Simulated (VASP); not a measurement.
# SnTe (Fm-3m) in VASP: single point with PBE

Aim: the single point of SnTe with PBE.

Everything below comes from runs of VASP 6.6.1. Logs are shortened: lines on timing, memory, paths and dates and some standing lists are left out, and cuts for length are marked.

**What was measured.**

A printed reference work, textbook reports, for a bulk crystal of SnTe at 300 K: band gap 0.18 eV (direct).

The results are compared with them further down.

## 1. The cell of the first run

Symmetry: Fm-3m, No. 225, cubic system. The conventional cell has a = 6.343 Å, b = 6.343 Å, c = 6.343 Å, α = 90.00°, β = 90.00°, γ = 90.00°. Sn (site symmetry m-3m) has 6 Te at 3.17 Å within 4.2 Å. Te (site symmetry m-3m) has 6 Sn at 3.17 Å within 4.2 Å.

## 2. Single point, PBE

The input, INCAR:

```
PREC = Accurate ; ENCUT = 500
EDIFF = 1E-6 ; ISMEAR = 0
SIGMA = 0.01 ; LREAL = False
LASPH = True ; NELM = 120
ALGO = Normal ; ISIF = 2
LWAVE = False ; LCHARG = False
GGA = PE ; NBANDS = 17
GGA_COMPAT = False
```

The input, KPOINTS:

```
Automatic mesh
0
Gamma
  6 6 6
```

The input, POSCAR:

```
SnTe
1.0
    0.0000000000      3.1717171644      3.1717171644
    3.1717171644      0.0000000000      3.1717171644
    3.1717171644      3.1717171644      0.0000000000
Sn Te
1 1
Direct
    0.0000000000      0.0000000000      0.0000000000
    0.5000000000      0.5000000000      0.5000000000
```

Potentials or basis: VASP PAW PBE potentials, release 64 (Sn_d, Te).

The run is started by

```console
cat potpaw_PBE.64/Sn_d/POTCAR potpaw_PBE.64/Te/POTCAR > POTCAR
mpirun -np 1 vasp_std > vasp.out
```

OUTCAR:

```text
PREC = Accurate
   ENCUT = 500
   EDIFF = 1E-6
   ISMEAR = 0
   LREAL = False
   LASPH = True
   NELM = 120
   ISIF = 2
   GGA = PE

 ion  position               nearest neighbor table
   1  0.000  0.000  0.000-   2 3.17   2 3.17   2 3.17   2 3.17   2 3.17   2 3.17
   2  0.500  0.500  0.500-   1 3.17   1 3.17   1 3.17   1 3.17   1 3.17   1 3.17

  LATTYP: Found a face centered cubic cell.
 ALAT       =     6.3434343288

  Lattice vectors:

 A1 = (   0.0000000000,   3.1717171644,   3.1717171644)
 A2 = (   3.1717171644,   0.0000000000,   3.1717171644)
 A3 = (   3.1717171644,   3.1717171644,   0.0000000000)

Analysis of symmetry for initial positions (statically):
=====================================================================
 Subroutine PRICEL returns:
 Original cell was already a primitive cell.

 Routine SETGRP: Setting up the symmetry group for a
 face centered cubic supercell.

 Subroutine GETGRP returns: Found 48 space group operations
[... 9 lines left out ...]

 Routine SETGRP: Setting up the symmetry group for a
 face centered cubic supercell.

 Subroutine GETGRP returns: Found 48 space group operations
[... 11 lines left out ...]
                                     Primitive cell

  volume of cell :      63.8136

  direct lattice vectors                    reciprocal lattice vectors
     0.000000000  3.171717164  3.171717164    -0.157643312  0.157643312  0.157643312
     3.171717164  0.000000000  3.171717164     0.157643312 -0.157643312  0.157643312
     3.171717164  3.171717164  0.000000000     0.157643312  0.157643312 -0.157643312

  length of vectors
     4.485485430  4.485485430  4.485485430     0.273046227  0.273046227  0.273046227

  position of ions in fractional coordinates (direct lattice)
     0.000000000  0.000000000  0.000000000
     0.500000000  0.500000000  0.500000000

  ion indices of the primitive-cell ions
   primitive index   ion index
                 1           1
                 2           2

----------------------------------------------------------------------------------------

 KPOINTS: Automatic mesh

Automatic generation of k-mesh.
 Grid dimensions read from file:
 generate k-points for:    6    6    6

 Generating k-lattice:

  Cartesian coordinates                     Fractional coordinates (reciprocal lattice)
    -0.026273885  0.026273885  0.026273885     0.166666667  0.000000000  0.000000000
     0.026273885 -0.026273885  0.026273885     0.000000000  0.166666667  0.000000000
     0.026273885  0.026273885 -0.026273885     0.000000000  0.000000000  0.166666667

  Length of vectors
     0.045507704  0.045507704  0.045507704

  Shift w.r.t. Gamma in fractional coordinates (k-lattice)
     0.000000000  0.000000000  0.000000000

 Subroutine IBZKPT returns following result:
 ===========================================

 Found     16 irreducible k-points:

 Following reciprocal coordinates:
            Coordinates               Weight
  0.000000  0.000000  0.000000      1.000000
  0.166667  0.000000  0.000000      8.000000
  0.333333  0.000000  0.000000      8.000000
  0.500000  0.000000  0.000000      4.000000
  0.166667  0.166667  0.000000      6.000000
  0.333333  0.166667  0.000000     24.000000
[... 8 lines left out ...]
 -0.333333  0.333333  0.166667     24.000000
 -0.333333  0.500000  0.166667     12.000000
   k-points           NKPTS =     16   k-points in BZ     NKDIM =     16   number of bands    NBANDS=     17
   number of dos      NEDOS =    301   number of ions     NIONS =      2
   total plane-waves  NPLWV =  46656
   dimension x,y,z NGX =    36 NGY =   36 NGZ =   36
   dimension x,y,z NGXF=    72 NGYF=   72 NGZF=   72
   ions per type =               1   1
   NGX,Y,Z   is equivalent  to a cutoff of  13.34, 13.34, 13.34 a.u.
   NGXF,Y,Z  is equivalent  to a cutoff of  26.69, 26.69, 26.69 a.u.
 SYSTEM =  unknown system
   PREC   = accura    normal or accurate (medium, high low for compatibility)
   ISTART =      0    job   : 0-new  1-cont  2-samecut
   ICHARG =      2    charge: 1-file 2-atom 10-const
   ISPIN  =      1    spin polarized calculation?
   LNONCOLLINEAR =      F non collinear calculations
   LSORBIT =      F    spin-orbit coupling
   LASPH  =      T    aspherical Exc in radial PAW
   ENCUT  =  500.0 eV  36.75 Ry    6.06 a.u.   8.18  8.18  8.18*2*pi/ulx,y,z
   NELM   =    120;   NELMIN=  2; NELMDL= -5     # of ELM steps
   EDIFF  = 0.1E-05   stopping-criterion for ELM
   LREAL  =      F    real-space projection
   EDIFFG = 0.1E-04   stopping-criterion for IOM
   NSW    =      0    number of steps for IOM
   IBRION =     -1    ionic relax: 0-MD 1-quasi-New 2-CG
   NFREE  =      0    steps in history (QN), initial steepest desc. (CG)
   ISIF   =      2    stress and relaxation
   ISYM   =      2    0-nonsym 1-usesym 2-fastsym
   POTIM  = 0.5000    time-step for ionic-motion
   TEBEG  =    0.0;   TEEND  =   0.0 temperature during run
   PSTRESS=    0.0 pullay stress
   NELECT =      20.0000    total number of electrons
   NUPDOWN=      -1.0000    fix difference up-down
   EMIN   =  10.00;   EMAX   =-10.00  energy-range for DOS
   EFERMI =   0.00;   METHOD = LEGACY
   ISMEAR =     0;   SIGMA  =   0.01  broadening in eV -4-tet -1-fermi 0-gaus
   EFERMI_NEDOS =   21; number of points for ismear=-14 and -15
   IALGO  =     38    algorithm
   IMIX   =      4    mixing-type and parameters
     AMIX     =   0.40;   BMIX     =  1.00
     AMIX_MAG =   1.60;   BMIX_MAG =  1.00
  volume/ion in A,a.u.               =      31.91       215.32
  Fermi-wavevector in a.u.,A,eV,Ry     =   1.112023  2.101418 16.824894  1.236595
  Thomas-Fermi vector in A             =   2.248592
   LORBIT       =      0    0 simple, 1 ext, 2 COOP (PROOUT), +10 PAW based schemes
   GGA     = PE    functional components
   LHFCALC =     F    Hartree Fock is set to
   AEXX    =    0.0000 exact exchange contribution
   IVDW    =     0    specifies the selected vdW correction
   LEPSILON=     F    determine dielectric tensor
   LRPA    =     F    only Hartree local field effects (RPA)
 non-spin polarized calculation
 Gauss-broadening in eV      SIGMA  =   0.01
  energy-cutoff  :      500.00
  volume of cell :       63.81
 maximum number of plane-waves:      1639
 NGX is ok and might be reduce to    36
   NGX = 17   NGY = 17   NGZ = 17

 number of electron      20.0000001 magnetization

 Free energy of the ion-electron system (eV)
  ---------------------------------------------------
  ext. energy  EPLUGINS =         0.00000000
  ---------------------------------------------------
  free energy    TOTEN  =        -7.55580643 eV

  energy without entropy =       -7.55580072  energy(sigma->0) =       -7.55580357

 E-fermi :   6.7487     XC(G=0):  -9.4113

 val. band max:        6.7297550882   @ k =   0.5000   0.0000   0.0000
 cond. band min:       6.7676997548   @ k =   0.5000   0.0000   0.0000
 fundamental gap:      0.0379446666
 Fermi energy:         6.7487274209

 k-point     1 :       0.0000    0.0000    0.0000
  band No.  band energies     occupation
      1     -15.2005      2.00000
      2     -15.2005      2.00000
      3     -15.1953      2.00000
      4     -15.1953      2.00000
      5     -15.1953      2.00000
      6      -5.9532      2.00000
[... 9 lines left out ...]
     16      11.4938      0.00000
     17      13.5473      0.00000

 k-point     2 :       0.1667    0.0000    0.0000
  band No.  band energies     occupation
      1     -15.2014      2.00000
      2     -15.2014      2.00000
      3     -15.1950      2.00000
      4     -15.1939      2.00000
      5     -15.1939      2.00000
      6      -5.7290      2.00000
[... 9 lines left out ...]
     16      12.0428      0.00000
     17      15.0705      0.00000

 k-point     3 :       0.3333    0.0000    0.0000
  band No.  band energies     occupation
      1     -15.2039      2.00000
      2     -15.2039      2.00000
      3     -15.1942      2.00000
      4     -15.1906      2.00000
      5     -15.1906      2.00000
      6      -5.1484      2.00000
[... 9 lines left out ...]
     16      13.5425      0.00000
     17      17.2828      0.00000

 k-point     4 :       0.5000    0.0000    0.0000
  band No.  band energies     occupation
      1     -15.2051      2.00000
      2     -15.2051      2.00000
      3     -15.1938      2.00000
      4     -15.1889      2.00000
      5     -15.1889      2.00000
      6      -4.7221      2.00000
[... 9 lines left out ...]
     16      15.5300      0.00000
     17      15.5300      0.00000

 k-point     5 :       0.1667    0.1667    0.0000
  band No.  band energies     occupation
      1     -15.2039      2.00000
      2     -15.1994      2.00000
      3     -15.1962      2.00000
      4     -15.1930      2.00000
      5     -15.1930      2.00000
      6      -5.6560      2.00000
[... 9 lines left out ...]
     16      12.8955      0.00000
     17      13.8622      0.00000

 k-point     6 :       0.3333    0.1667    0.0000
  band No.  band energies     occupation
      1     -15.2068      2.00000
      2     -15.2002      2.00000
      3     -15.1958      2.00000
      4     -15.1908      2.00000
      5     -15.1899      2.00000
      6      -5.1954      2.00000
[... 9 lines left out ...]
     16      14.3732      0.00000
     17      15.7063      0.00000
[... 121 lines left out ...]
 k-point    13 :       0.5000    0.5000    0.0000
  band No.  band energies     occupation
      1     -15.2160      2.00000
      2     -15.1988      2.00000
      3     -15.1961      2.00000
      4     -15.1854      2.00000
      5     -15.1854      2.00000
      6      -4.4390      2.00000
[... 9 lines left out ...]
     16      17.2230      0.00000
     17      17.6702      0.00000

 k-point    14 :       0.5000    0.3333    0.1667
  band No.  band energies     occupation
      1     -15.2091      2.00000
      2     -15.2006      2.00000
      3     -15.1950      2.00000
      4     -15.1894      2.00000
      5     -15.1881      2.00000
      6      -4.7434      2.00000
[... 9 lines left out ...]
     16      15.0605      0.00000
     17      15.6853      0.00000

 k-point    15 :      -0.3333    0.3333    0.1667
  band No.  band energies     occupation
      1     -15.2095      2.00000
      2     -15.2015      2.00000
      3     -15.1923      2.00000
      4     -15.1915      2.00000
      5     -15.1868      2.00000
      6      -4.4547      2.00000
[... 9 lines left out ...]
     16      16.5401      0.00000
     17      16.6440      0.00000

 k-point    16 :      -0.3333    0.5000    0.1667
  band No.  band energies     occupation
      1     -15.2126      2.00000
      2     -15.1991      2.00000
      3     -15.1956      2.00000
      4     -15.1889      2.00000
      5     -15.1855      2.00000
      6      -4.3761      2.00000
[... 9 lines left out ...]
     16      16.7044      0.00000
     17      17.8938      0.00000

------------------------ aborting loop because EDIFF is reached ----------------------------------------

  FORCE on cell =-STRESS in cart. coord.  units (eV):
  Direction    XX          YY          ZZ          XY          YZ          ZX
  --------------------------------------------------------------------------------------
  -------------------------------------------------------------------------------------
  Total        0.4745883      0.4745883      0.4745883      0.0000000      0.0000000      0.0000000
  in kB       11.9155544     11.9155544     11.9155544      0.0000000      0.0000000      0.0000000
  external PRESSURE =      11.9155544 kB  Pullay stress =       0.0000000 kB

 VOLUME and BASIS-vectors are now :
 -----------------------------------------------------------------------------
  energy-cutoff  :      500.00
  volume of cell :       63.81
      direct lattice vectors                 reciprocal lattice vectors
     0.000000000  3.171717164  3.171717164    -0.157643312  0.157643312  0.157643312
     3.171717164  0.000000000  3.171717164     0.157643312 -0.157643312  0.157643312
     3.171717164  3.171717164  0.000000000     0.157643312  0.157643312 -0.157643312

 POSITION                                       TOTAL-FORCE (eV/Angst)
 -----------------------------------------------------------------------------------
      0.00000      0.00000      0.00000         0.000000      0.000000      0.000000
      3.17172      3.17172      3.17172         0.000000     -0.000000      0.000000
 -----------------------------------------------------------------------------------
    total drift:                               -0.000000      0.000000      0.000000

  FREE ENERGIE OF THE ION-ELECTRON SYSTEM (eV)
  ---------------------------------------------------
  free  energy   TOTEN  =        -7.5558064307 eV

  energy  without entropy=       -7.5558007183  energy(sigma->0) =       -7.55580357
```

It took 18 s on 1 thread of Intel Xeon 6975P-C, shared host; peak memory 0.2 GiB.

Results:

```yaml
Free_energy: -7.5558 eV
Pressure: 1.2 GPa
Band_gap_on_the_k_mesh: 0.04 eV, direct
```

Caveat: spin-orbit coupling is left out, which moves the levels of the heavy elements.

## 3. Comparison with measurements

Step 2. Against the measured gap of SnTe, 0.18 eV (direct; 300 K; a printed reference work, textbook), the calculated 0.04 eV is off by -0.14 eV. Spin-orbit coupling on Sn, Te is left out. The value is that of PBE on a finite k mesh, which can miss the band edges, without temperature or zero-point motion. Semilocal functionals fall short of measured gaps as a rule.
